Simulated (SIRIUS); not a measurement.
# HfO2 in SIRIUS: convergence with wave cutoff

Crystal: HfO2.

```xyz
3
Lattice="0.0000 2.5575 2.5575 2.5575 0.0000 2.5575 2.5575 2.5575 0.0000" Properties=species:S:1:pos:R:3 pbc="T T T"
Hf    0.0000    0.0000    0.0000
O     3.8363    3.8363    3.8363
O     1.2788    1.2788    1.2788
```

Measurements of this composition are mostly on another form, of space group No. 14.

* Program: SIRIUS 7.12.0
* Task: single point
* Functional: PBE
* Potentials or basis: SG15 1.2 PBE (norm-conserving)
* Cutoff: 288 eV
* Density cutoff: 1152 eV
* k mesh: 8 × 8 × 8
* Occupations: gaussian, width 0.05 eV
* Spin: no spin polarisation

These are the settings of the first run; the series varies wave cutoff, with any setting tied to it.

Hardware: 1 thread of AMD EPYC 7R43 64-Core Processor (Zen 3), with other jobs on the host.

The values tried are 287.9 eV, 414.6 eV, 564.3 eV, 737 eV, 932.8 eV, 1151.6 eV, 1523 eV, 1946.2 eV, loosest first. From which on does the pressure stay within 0.1 GPa of the tightest run that finished?

From 1151.6 eV on.

| wave cutoff | energy less the tightest run, at zero smearing (meV/atom) | pressure (GPa) | gap on the mesh (eV) | SCF cycles | CPU time (s) | peak memory (GiB) |
| --- | --- | --- | --- | --- | --- | --- |
| 287.9 eV | 64989.46 | -2253.68 | 0.900 | 21 | 14 | 0.1 |
| 414.6 eV | 12181.03 | -649.65 | 3.018 | 19 | 21 | 0.11 |
| 564.3 eV | 2244.21 | -115.04 | 3.753 | 13 | 15 | 0.15 |
| 737 eV | 420.63 | -34.10 | 3.716 | 15 | 36 | 0.19 |
| 932.8 eV | 39.65 | -8.11 | 3.687 | 19 | 52 | 0.25 |
| 1151.6 eV | 1.81 | -3.21 | 3.681 | 16 | 69 | 0.32 |
| 1523 eV | 0.35 | -3.17 | 3.681 | 16 | 100 | 0.42 |
| 1946.2 eV | 0.00 | -3.12 | 3.681 | 14 | 140 | 0.6 |

Against the tightest run, the energy stays within 1 meV/atom from 1523 eV on; the gap on the mesh stays within 0.01 eV from 932.8 eV on. The tightest run that finished is the yardstick and may itself not be fully converged.

Caveat, for the tightest run too: spin-orbit coupling is left out, which moves the levels of the heavy elements.
